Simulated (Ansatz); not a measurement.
# CoPdO2 (R-3m): magnetic orders compared, part 2 of 2

Which of a few magnetic orders of CoPdO2 (R-3m) is lowest at one geometry?

Ansatz 0.2.0; DFT PBE, scalar-relativistic, plane waves, PAW. Earlier steps stand in the parts before.

## (7) Antiferromagnetic, propagation vector (-1/2, 0, 1)

Contents of input.yaml:

```yaml
crystal:
  lattice:
    - [-4.2924861491, -2.4782680337, 0.0]
    - [1.4308287164, -2.4782680337, 0.0]
    - [1.4308287164, 0.8260893446, 5.9497499412]
  atoms:
    - { symbol: Co, position: [0.5, 0.0, 1.5], spin: 3.0 }
    - { symbol: Pd, position: [0.0, 0.0, 0.0], spin: -2.0 }
    - { symbol: O, position: [0.8871658086, 0.0, 2.6614974257] }
    - { symbol: O, position: [0.1128341914, 0.0, 0.3385025743] }
    - { symbol: Co, position: [1.0, 0.5, 1.5], spin: -3.0 }
    - { symbol: Pd, position: [0.5, 0.5, 0.0], spin: 2.0 }
    - { symbol: O, position: [1.3871658086, 0.5, 2.6614974257] }
    - { symbol: O, position: [0.6128341914, 0.5, 0.3385025743] }
basis:
  ecutwfc: 420
  ecutrho_ratio: 4
kpoints:
  mp_grid: { grid: [6, 10, 6] }
hamiltonian:
  xc: pbe
scf:
  occupations: { method: gaussian, width: 0.05 }
  lower_state_search: "off"
output:
  forces: true
  stress: true
  eigenvalues: true
  populations: true
magnetization:
  spin_polarized: true
```

Started as:

```console
> ansatz run input.yaml --threads 2 --pin off --max-ram 5120MiB --backend cpu --events-out ev --progress --plain --runs-dir out
```

The program printed (excerpt; [...] marks lines left out):

```text
Warning: RAYON_NUM_THREADS=2 ignored (pool sized by the plan → 2); use --threads N
[...]
Pseudopotentials: kind: paw
Pseudopotential: Co, paw, valence charge 17, recommended cutoff 420 eV (normal), Co.paw.azcp
Pseudopotential: Pd, paw, valence charge 18, recommended cutoff 420 eV (normal), Pd.paw.azcp
Pseudopotential: O, paw, valence charge 6, recommended cutoff 420 eV (normal), O.paw.azcp
Functional definition: PBE
[...]
Crystal: 8 atoms, lattice volume = 84.391 Å³
Basis set: ecut = 420 eV, 1659 PW (Γ), exchange–correlation on 72×40×90 points (8 copies of the dense FFT grid, shifted against one another)
Bands: 63, of which v1, the nominal top of the filled ones, is band 47 counted from 1 (46 counted from 0)
Symmetry: 4 space group operations
Space group: P2/m (ITA 10), of the structure as read, at distance tolerance 4.4e-5 Å
Magnetic group: BNS 10.49 (UNI 56), of the structure as read, at distance tolerance 4.4e-5 Å
k-points: 120 of 360
[...]
Starting moments: Σ|m| = 10 μB on 4 of 8 sites
[...]
WARN: the starting moments were not kept: the SCF closed with an absolute magnetisation of 8.9e-6 μB, where they sum to 10 μB in size (4 sites). That is at most 0.1 of that sum. Measured as dr2_m measures the in/out step, that magnetisation stands 2.4e-11 eV from none, at or under the [...]
Fermi energy:    14.309079 eV
[...]
--- Forces (eV/Å), atoms counted from 1 ---
  atom   1  Co     0.00000000     0.00000000     0.00000000
  atom   2  Pd    -0.00000000     0.00000000     0.00000000
  atom   3  O     -0.00165717    -0.00095677    -0.00446035
  atom   4  O      0.00165717     0.00095677     0.00446035
  atom   5  Co     0.00000000     0.00000000     0.00000000
  atom   6  Pd     0.00000000     0.00000000     0.00000000
  atom   7  O     -0.00165717    -0.00095677    -0.00446035
  atom   8  O      0.00165717     0.00095677     0.00446035
[...]
--- Stress (GPa, compression-positive) ---
       -0.026637      -0.070104       0.015788
       -0.070104       0.054312       0.009115
        0.015789       0.009116      -0.096923
  P = ⅓ Tr σ = -0.0231 GPa (-0.231 kbar)
--- Band table (eV; the first three rows and the last of 240) ---
[...]
--- Löwdin populations: 8 sites ---
  site symbol       q [e]    m [muB]
     0     Co     15.9674     0.0000
     1     Pd     17.0720     0.0000
     2      O      6.7519     0.0000
     3      O      6.7519     0.0000
     4     Co     15.9674    -0.0000
     5     Pd     17.0720    -0.0000
     6      O      6.7519    -0.0000
     7      O      6.7519    -0.0000
  spilling = 0.009718 (of n_electrons = 94.000000)
```

Run time: 46 s. Hardware: 2 threads of Intel Xeon Platinum 8375C at 2.90GHz (Ice Lake), shared host; peak memory 0.98 GiB.

In short: volume 10.549 Å³/atom, pressure -0.02 GPa, metallic, no moment left.

In this order, neighbours among magnetic atoms: 2 of 6 parallel, 4 of 6 parallel (shell by shell, nearest first).

## (8) Ferromagnetic, larger cell

Contents of input.yaml:

```yaml
crystal:
  lattice:
    - [1.4308287164, 0.8260893446, 5.9497499412]
    - [-1.4308287164, 0.8260893446, 5.9497499412]
    - [0.0, -4.9565360673, 0.0]
  atoms:
    - { symbol: Co, position: [0.75, 0.75, 0.25], spin: 3.0 }
    - { symbol: Pd, position: [0.0, 0.0, 0.0], spin: 2.0 }
    - { symbol: O, position: [1.3307487129, 1.3307487129, 0.4435829043] }
    - { symbol: O, position: [0.1692512871, 0.1692512871, 0.0564170957] }
    - { symbol: Co, position: [1.25, 1.25, 0.75], spin: 3.0 }
    - { symbol: Pd, position: [0.5, 0.5, 0.5], spin: 2.0 }
    - { symbol: O, position: [1.8307487129, 1.8307487129, 0.9435829043] }
    - { symbol: O, position: [0.6692512871, 0.6692512871, 0.5564170957] }
basis:
  ecutwfc: 420
  ecutrho_ratio: 4
kpoints:
  mp_grid: { grid: [10, 10, 6] }
hamiltonian:
  xc: pbe
scf:
  occupations: { method: gaussian, width: 0.05 }
  lower_state_search: "off"
output:
  forces: true
  stress: true
  eigenvalues: true
  populations: true
magnetization:
  spin_polarized: true
```

Started as:

```console
> ansatz run input.yaml --threads 2 --pin off --max-ram 5120MiB --backend cpu --events-out ev --progress --plain --runs-dir out
```

The program printed (excerpt; [...] marks lines left out):

```text
Warning: RAYON_NUM_THREADS=2 ignored (pool sized by the plan → 2); use --threads N
[...]
Pseudopotentials: kind: paw
Pseudopotential: Co, paw, valence charge 17, recommended cutoff 420 eV (normal), Co.paw.azcp
Pseudopotential: Pd, paw, valence charge 18, recommended cutoff 420 eV (normal), Pd.paw.azcp
Pseudopotential: O, paw, valence charge 6, recommended cutoff 420 eV (normal), O.paw.azcp
Functional definition: PBE
[...]
Crystal: 8 atoms, lattice volume = 84.391 Å³
Basis set: ecut = 420 eV, 1667 PW (Γ), FFT grids on a1−a2, a2, a3, exchange–correlation on 40×90×72 points (8 copies of the dense FFT grid, shifted against one another)
Bands: 63, of which v1, the nominal top of the filled ones, is band 47 counted from 1 (46 counted from 0)
Symmetry: 8 space group operations
Space group: R-3m (ITA 166), of the structure as read, at distance tolerance 4.4e-5 Å
Magnetic group: BNS 166.97 (UNI 1327), of the structure as read, at distance tolerance 4.4e-5 Å
k-points: 172 of 600
[...]
Starting moments: Σ|m| = 10 μB on 4 of 8 sites
[...]
WARN: the starting moments were not kept: the SCF closed with an absolute magnetisation of 1.5e-5 μB, where they sum to 10 μB in size (4 sites). That is at most 0.1 of that sum. Measured as dr2_m measures the in/out step, that magnetisation stands 6.4e-11 eV from none, at or under the [...]
Fermi energy:    14.309144 eV
[...]
--- Forces (eV/Å), atoms counted from 1 ---
  atom   1  Co     0.00000000     0.00000000    -0.00000000
  atom   2  Pd     0.00000000     0.00000000     0.00000000
  atom   3  O      0.00000000     0.00188671    -0.00449768
  atom   4  O      0.00000000    -0.00188671     0.00449768
  atom   5  Co     0.00000000     0.00000000    -0.00000000
  atom   6  Pd     0.00000000     0.00000000     0.00000000
  atom   7  O      0.00000000     0.00188671    -0.00449768
  atom   8  O      0.00000000    -0.00188671     0.00449768
[...]
--- Stress (GPa, compression-positive) ---
        0.095584       0.000000       0.000000
        0.000000      -0.067947      -0.018287
        0.000000      -0.018287      -0.097473
  P = ⅓ Tr σ = -0.0233 GPa (-0.233 kbar)
--- Band table (eV; the first three rows and the last of 344) ---
[...]
--- Löwdin populations: 8 sites ---
  site symbol       q [e]    m [muB]
     0     Co     15.9674     0.0000
     1     Pd     17.0720     0.0000
     2      O      6.7519    -0.0000
     3      O      6.7519    -0.0000
     4     Co     15.9674     0.0000
     5     Pd     17.0720     0.0000
     6      O      6.7519    -0.0000
     7      O      6.7519    -0.0000
  spilling = 0.009718 (of n_electrons = 94.000000)
```

It took 1.8 min on 2 threads of Intel Xeon Platinum 8375C at 2.90GHz (Ice Lake), shared host; peak memory 1.3 GiB.

In short: volume 10.549 Å³/atom, pressure -0.02 GPa, a metal on this mesh, no moment left.

## (9) Antiferromagnetic, propagation vector (0, -1/2, 1/2)

Edit input.yaml of step 8 so:

```diff
@@ -10,4 +10,4 @@
     - { symbol: O, position: [0.1692512871, 0.1692512871, 0.0564170957] }
-    - { symbol: Co, position: [1.25, 1.25, 0.75], spin: 3.0 }
-    - { symbol: Pd, position: [0.5, 0.5, 0.5], spin: 2.0 }
+    - { symbol: Co, position: [1.25, 1.25, 0.75], spin: -3.0 }
+    - { symbol: Pd, position: [0.5, 0.5, 0.5], spin: -2.0 }
     - { symbol: O, position: [1.8307487129, 1.8307487129, 0.9435829043] }
```

Started as:

```console
> ansatz run input.yaml --threads 2 --pin off --max-ram 5120MiB --backend cpu --events-out ev --progress --plain --runs-dir out
```

The program printed (excerpt; [...] marks lines left out):

```text
Warning: RAYON_NUM_THREADS=2 ignored (pool sized by the plan → 2); use --threads N
[...]
Pseudopotentials: kind: paw
Pseudopotential: Co, paw, valence charge 17, recommended cutoff 420 eV (normal), Co.paw.azcp
Pseudopotential: Pd, paw, valence charge 18, recommended cutoff 420 eV (normal), Pd.paw.azcp
Pseudopotential: O, paw, valence charge 6, recommended cutoff 420 eV (normal), O.paw.azcp
Functional definition: PBE
[...]
Crystal: 8 atoms, lattice volume = 84.391 Å³
Basis set: ecut = 420 eV, 1667 PW (Γ), FFT grids on a1−a2, a2, a3, exchange–correlation on 40×90×72 points (8 copies of the dense FFT grid, shifted against one another)
Bands: 63, of which v1, the nominal top of the filled ones, is band 47 counted from 1 (46 counted from 0)
Symmetry: 2 space group operations
Space group: Cm (ITA 8), of the structure as read, at distance tolerance 4.4e-5 Å
Magnetic group: BNS 8.35 (UNI 42), of the structure as read, at distance tolerance 4.4e-5 Å
k-points: 172 of 600 (time reversal used)
[...]
Starting moments: Σ|m| = 10 μB on 4 of 8 sites
[...]
WARN: the starting moments were not kept: the SCF closed with an absolute magnetisation of 2.5e-5 μB, where they sum to 10 μB in size (4 sites). That is at most 0.1 of that sum. Measured as dr2_m measures the in/out step, that magnetisation stands 2.3e-10 eV from none, at or under the [...]
Fermi energy:    14.309145 eV
[...]
--- Forces (eV/Å), atoms counted from 1 ---
  atom   1  Co     0.00000000     0.00000010    -0.00000155
  atom   2  Pd     0.00000000    -0.00000009     0.00000065
  atom   3  O      0.00000000     0.00188735    -0.00449473
  atom   4  O      0.00000000    -0.00188735     0.00449428
  atom   5  Co     0.00000000     0.00000010    -0.00000155
  atom   6  Pd     0.00000000    -0.00000009     0.00000065
  atom   7  O      0.00000000     0.00188735    -0.00449473
  atom   8  O      0.00000000    -0.00188735     0.00449428
[...]
--- Stress (GPa, compression-positive) ---
        0.095631       0.000000       0.000000
        0.000000      -0.067906      -0.018276
        0.000000      -0.018276      -0.097445
  P = ⅓ Tr σ = -0.0232 GPa (-0.232 kbar)
--- Band table (eV; the first three rows and the last of 344) ---
[...]
--- Löwdin populations: 8 sites ---
  site symbol       q [e]    m [muB]
     0     Co     15.9674    -0.0000
     1     Pd     17.0720     0.0000
     2      O      6.7519     0.0000
     3      O      6.7519     0.0000
     4     Co     15.9674     0.0000
     5     Pd     17.0720    -0.0000
     6      O      6.7519    -0.0000
     7      O      6.7519    -0.0000
  spilling = 0.009718 (of n_electrons = 94.000000)
```

It took 88 s on 2 threads of Intel Xeon Platinum 8375C at 2.90GHz (Ice Lake), shared host; peak memory 1.2 GiB.

This gives: volume 10.549 Å³/atom, pressure -0.02 GPa, metallic, no moment left.

In this order, neighbours among magnetic atoms: 2 of 6 parallel, 3 of 6 parallel (shell by shell, nearest first).

## (10) No spin polarisation

Contents of input.yaml:

```yaml
crystal:
  lattice:
    - [1.4308287164, 0.8260893446, 5.9497499412]
    - [-1.4308287164, 0.8260893446, 5.9497499412]
    - [0.0, -1.6521786891, 5.9497499412]
  atoms:
    - { symbol: Co, position: [0.5, 0.5, 0.5] }
    - { symbol: Pd, position: [0.0, 0.0, 0.0] }
    - { symbol: O, position: [0.8871658086, 0.8871658086, 0.8871658086] }
    - { symbol: O, position: [0.1128341914, 0.1128341914, 0.1128341914] }
basis:
  ecutwfc: 420
  ecutrho_ratio: 4
kpoints:
  mp_grid: { grid: [14, 14, 14] }
hamiltonian:
  xc: pbe
scf:
  occupations: { method: gaussian, width: 0.05 }
output:
  forces: true
  stress: true
  eigenvalues: true
```

Started as:

```console
> ansatz run input.yaml --threads 2 --pin off --max-ram 5120MiB --backend cpu --events-out ev --progress --plain --runs-dir out
```

The program printed (excerpt; [...] marks lines left out):

```text
Warning: RAYON_NUM_THREADS=2 ignored (pool sized by the plan → 2); use --threads N
[...]
Pseudopotentials: kind: paw
Pseudopotential: Co, paw, valence charge 17, recommended cutoff 420 eV (normal), Co.paw.azcp
Pseudopotential: Pd, paw, valence charge 18, recommended cutoff 420 eV (normal), Pd.paw.azcp
Pseudopotential: O, paw, valence charge 6, recommended cutoff 420 eV (normal), O.paw.azcp
Functional definition: PBE
[...]
Crystal: 4 atoms, lattice volume = 42.195 Å³
Basis set: ecut = 420 eV, 829 PW (Γ), FFT grids on a1−a3, a2−a3, a3, exchange–correlation on 40×40×90 points (8 copies of the dense FFT grid, shifted against one another)
Bands: 29, of which v1, the nominal top of the filled ones, is band 24 counted from 1 (23 counted from 0)
Symmetry: 12 space group operations
Space group: R-3m (ITA 166), of the structure as read, at distance tolerance 3.5e-5 Å
k-points: 288 of 2744
[...]
SCF iter   1: F=—  HF=-13232.305980 eV  |F-HF|=—  |Δ(HF+E_count)|=         —  Δρ=8.69e-3  dr2=4.77e-2  ethr=1.77e-3  ⟨swp⟩=6.2  Hψ=33440  notcnv=0
[...]
SCF iter   8: F=-13232.302904 eV  HF=-13232.302904 eV  |F-HF|=6.02e-9  |Δ(HF+E_count)|=   5.35e-8  Δρ=8.41e-6  dr2=2.71e-8  ethr=2.13e-10  ⟨swp⟩=7.6  Hψ=31855  notcnv=0
[...]
SCF converged after 8 iterations
Free energy (F): -13232.302904 eV
[...]
E sigma→0 (E₀):  -13232.302221 eV
Entropy (-TS):   -0.001366 eV (-0.342 meV/atom)
Fermi energy:    14.434479 eV
[...]
--- Forces (eV/Å), atoms counted from 1 ---
  atom   1  Co    -0.00000000     0.00000000     0.00000000
  atom   2  Pd    -0.00000000     0.00000000     0.00000000
  atom   3  O     -0.00000000    -0.00000000    -0.00014881
  atom   4  O      0.00000000     0.00000000     0.00014881
[...]
--- Stress (GPa, compression-positive) ---
       -0.000667       0.000000      -0.000000
        0.000000      -0.000667      -0.000000
       -0.000000      -0.000000      -0.001100
  P = ⅓ Tr σ = -0.0008 GPa (-0.008 kbar)
--- Band table (eV; the first three rows and the last of 288) ---
[...]
```

It took 8.5 s on 2 threads of Intel Xeon Platinum 8375C at 2.90GHz (Ice Lake), shared host; peak memory 0.59 GiB.

In short: volume 10.549 Å³/atom, pressure 0.00 GPa, no gap.

## (11) The orders side by side

Orders of one name are numbered as they were run above.

```tsv
order	above the lowest (meV/atom)	largest moment (μB)	pressure (GPa)	gap on the mesh (eV)	order kept
ferromagnetic	0.0	0.00	0.0	0.00	no
ferrimagnetic, in the cell as typed	0.0	0.00	0.0	0.00	no
antiferromagnetic, propagation vector (0, 0, 3/2)	0.0	0.00	0.2	0.00	no
antiferromagnetic, propagation vector (-1/2, 0, 1) (1)	0.0	0.00	0.0	0.00	no
antiferromagnetic, propagation vector (-1/2, 0, 1) (2)	0.0	0.00	0.0	0.00	no
antiferromagnetic, propagation vector (0, -1/2, 1/2)	0.0	0.00	0.0	0.00	no
no spin polarisation	0.0	0.00	0.0	0.00	yes
```

The first row is the run of the earlier session that started with parallel moments (-3308.0756 eV/atom). A larger cell is measured against the parallel state in that same cell where that was run, so that mesh errors cancel.

The work goes on in this order: no spin polarisation, the lowest.

## (12) Seeking zero pressure in the chosen order

Edit input.yaml of step 10 so:

```diff
@@ -23 +23,5 @@
   eigenvalues: true
+relax:
+  f_tol: 0.01
+  max_steps: 30
+  cell: { stress_tol: 0.05 }
```

Started as:

```console
> ansatz run input.yaml --threads 2 --pin off --max-ram 5120MiB --backend cpu --events-out ev --progress --plain --runs-dir out
```

The program printed (excerpt; [...] marks lines left out):

```text
Warning: RAYON_NUM_THREADS=2 ignored (pool sized by the plan → 2); use --threads N
[...]
Pseudopotentials: kind: paw
Pseudopotential: Co, paw, valence charge 17, recommended cutoff 420 eV (normal), Co.paw.azcp
Pseudopotential: Pd, paw, valence charge 18, recommended cutoff 420 eV (normal), Pd.paw.azcp
Pseudopotential: O, paw, valence charge 6, recommended cutoff 420 eV (normal), O.paw.azcp
Functional definition: PBE
[...]
Crystal: 4 atoms, lattice volume = 42.195 Å³
Basis set: ecut = 420 eV, 829 PW (Γ), FFT grids on a1−a3, a2−a3, a3, exchange–correlation on 40×40×90 points (8 copies of the dense FFT grid, shifted against one another)
Bands: 29, of which v1, the nominal top of the filled ones, is band 24 counted from 1 (23 counted from 0)
Symmetry: 12 space group operations
Space group: R-3m (ITA 166), of the structure as read, at distance tolerance 3.5e-5 Å
k-points: 288 of 2744
[...]
  atom   4  O      0.00000000     0.00000000     0.00008189
[...]
--- Stress (GPa, compression-positive) ---
       -0.000021       0.000000      -0.000000
        0.000000      -0.000021      -0.000000
       -0.000000      -0.000000      -0.001351
  P = ⅓ Tr σ = -0.0005 GPa (-0.005 kbar)
--- Band table (eV; the first three rows and the last of 288) ---
[...]
--- Relaxed structure (1 steps of the walk, 1 accepted, 1 SCFs on fresh bases) ---
  F+E_penalty+E_count = -13232.30290394 eV   max|allowed force component| = 8.189e-5 eV/Å   (the final SCF, on the basis selected at the relaxed cell)
  cell:  # Å, volume = 42.1954 Å³
    - [1.4308287163903692, 0.8260893445888934, 5.949749941197687]
    - [-1.4308287163903692, 0.8260893445888934, 5.949749941197687]
    - [0.0, -1.6521786891277874, 5.949749941204629]
  atoms:
    - { symbol: Co, position: [0.5, 0.5, 0.5] }
    - { symbol: Pd, position: [0.0, 0.0, 0.0] }
    - { symbol: O, position: [0.8871658085999999, 0.8871658085999999, 0.8871658085999999] }
    - { symbol: O, position: [0.11283419139999999, 0.11283419139999999, 0.1128341914] }
```

Run time: 18 s. Hardware: 2 threads of Intel Xeon Platinum 8375C at 2.90GHz (Ice Lake), shared host; peak memory 0.63 GiB.

How the relaxation went:

```tsv
step	energy from step 1 (meV/atom)	largest force component (eV/Å)	pressure (GPa)	volume (Å³/atom)
1	0.0	0.000	0.00	10.549
2	0.0	0.000	0.00	10.549
```

Step 1 is the start. Step 2 repeats the geometry before it on a plane-wave basis chosen anew for the final cell, which leaves the energy as it was. The run keeps the 12 symmetry operations that it found, so it can't reach a distortion that breaks them.

Result: volume 10.549 Å³/atom, pressure 0.00 GPa, no gap.

## (13) Summary of results

What follows sums up all 2 parts.

| quantity | value |
| --- | --- |
| orders tried | 7 |
| lowest | no spin polarisation |
| largest moment there | 0.00 μB |
| volume in the chosen order | 10.55 Å³/atom at 0.00 GPa |

Of the orders that kept their pattern, the lowest is: no spin polarisation. Where the order wasn't kept, moments died or turned during the run, so that row belongs to another state than the one started. Only these orders were tried, at zero temperature; the one found in experiment may not be among them. A run loses the moments it was seeded with; other starts can end magnetic.
